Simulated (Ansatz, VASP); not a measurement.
## One calculation of Cu, two programs

```
Cu
1.0
    -1.47091    1.47091    1.47091
     1.47091   -1.47091    1.47091
     1.47091    1.47091   -1.47091
Cu
1
Direct
  0.00000 0.00000 0.00000
```

Change from the starting cell: volume scaled by 1.06, crystal datasets.

Alike in both runs: task electric field gradients; functional PBE; k mesh 16 × 16 × 16; occupations fermi-dirac, width 0.08 eV; no spin polarisation.

```csv
,VASP,Ansatz
version,VASP 6.6.1,Ansatz 0.2.0
potentials or method,"VASP PAW PBE potentials, release 64 (Cu), cutoff 520 eV","all-electron PAW with datasets made for the crystal, scalar-relativistic"
```

VASP gave:

- pressure (GPa): -6.5
- Vzz of the field gradient on the site that differs most (V/Å²): 0.0

**Question.** What did Ansatz give for the same quantities?

**Answer.** Pressure (GPa): -7.0; Vzz of the field gradient on the site that differs most (V/Å²): 0.0.

Ansatz ran all-electron here, so the differences hold the error of VASP's frozen core and of both bases.
